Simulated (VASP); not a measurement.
Crystal: BeTe.

```
Be Te
1.0
     0.00000    2.80614    2.80614
     2.80614    0.00000    2.80614
     2.80614    2.80614    0.00000
Be Te
1 1
Direct
  0.00000 0.00000 0.00000
  0.25000 0.25000 0.25000
```

Base run:

| Quantity | Value |
| --- | --- |
| Program | VASP 6.6.1 |
| Functional | LDA |
| Potentials or basis | VASP PAW LDA potentials, release 64 (Be, Te) |
| Cutoff | 520 eV |
| k mesh | 8 × 8 × 8 |
| Occupations | gaussian, width 0.03 eV |
| Spin | no spin polarisation |

Its results: band gap on the k mesh 1.84 eV, indirect (least direct gap 3.58 eV); pressure -1.6 GPa.

Problem. The run is repeated on the same cell with these changes: functional from LDA to PBE; potentials or basis from VASP PAW LDA potentials, release 64 (Be, Te) to VASP PAW PBE potentials, release 64 (Be, Te). What comes out?

Solution. Band gap on the k mesh 1.95 eV, indirect (least direct gap 3.60 eV); pressure 1.8 GPa.

Caveats: spin-orbit coupling is left out, which moves the levels of the heavy elements.
